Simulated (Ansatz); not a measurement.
# Pt: the cost of one run

Method: DFT PBE, scalar-relativistic, plane waves, PAW, in Ansatz 0.2.0.

3 further runs of the same task are left out: 1 that didn't finish, 2 set aside as unsound or not needed.

### Step 1. The system as given

It takes space group Fm-3m (No. 225, cubic). The conventional cell has a = 3.970 Å, b = 3.970 Å, c = 3.970 Å, α = 90.00°, β = 90.00°, γ = 90.00°. Pt (site symmetry m-3m) is surrounded by 12 Pt at 2.81 Å.

As a file:

```xyz
1
Lattice="0.0000 1.9851 1.9851 1.9851 0.0000 1.9851 1.9851 1.9851 0.0000" Properties=species:S:1:pos:R:3 pbc="T T T"
Pt    0.0000    0.0000    0.0000
```

It is the result of an earlier relaxation at this level (volume 15.64 Å³/atom; gap on the mesh: none (metal)).

### Step 2. The bulk in the plane's own cell

The same crystal, re-cut so that c stands normal to the (111) plane; its mesh matches that of the cells to come, so errors of the mesh cancel.

Contents of input.yaml:

```yaml
crystal:
  lattice:
    - [2.8072945027, 0.0, 0.0]
    - [-1.4036472513, 2.4311883552, 0.0]
    - [0.0, 0.0, 6.8764390892]
  atoms:
    - { symbol: Pt, position: [0.0, 0.0, 0.0] }
    - { symbol: Pt, position: [0.3333333333, 0.6666666667, 0.3333333333] }
    - { symbol: Pt, position: [0.6666666667, 0.3333333333, 0.6666666667] }
basis:
  ecutwfc: 420
kpoints:
  mp_grid: { grid: [15, 15, 8] }
hamiltonian:
  xc: pbe
scf:
  occupations: { method: gaussian, width: 0.1 }
output:
  forces: true
  stress: true
  eigenvalues: true
```

Started as:

```bash
ansatz run input.yaml --threads 2 --pin off --max-ram 5120MiB --backend cpu --events-out ev --progress --plain --runs-dir out
```

Q: Estimate wall time and peak memory on 2 threads of Intel Xeon 6975P-C (Granite Rapids), shared host.

About 2.8 s, with a peak of 0.6 GiB.
